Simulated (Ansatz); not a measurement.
Crystal: CuO.

```
CELL_PARAMETERS angstrom
1.99097 -2.15355 0.00000
1.99097 2.15355 0.00000
0.00000 0.00000 5.15593
ATOMIC_POSITIONS crystal
Cu 0.50000 0.00000 0.00000
Cu 0.00000 0.50000 0.50000
O 0.50000 0.50000 0.25000
O 0.50000 0.50000 0.75000
```

Measurements of this composition are mostly on another form, of space group No. 15.

Base run:

* Program: Ansatz 0.2.0
* Functional: PBEsol
* Potentials or basis: all-electron LAPW, scalar-relativistic
* Cutoff: 406 eV (chosen from the basis error)
* Basis error allowed: 0.002 eV/atom
* k mesh: 9 × 9 × 5
* Occupations: fermi-dirac, width 0.05 eV
* Spin: no spin polarisation

Its results: pressure -6.0 GPa.

**Question.** The run is repeated on the same cell with these changes: functional from PBEsol to LDA. What comes out?

**Answer.** Pressure -12.0 GPa.

LDA binds more tightly than PBEsol, so the same cell stands under less pressure.

Caveats: the run has no spin polarisation, though such a crystal can be magnetic.
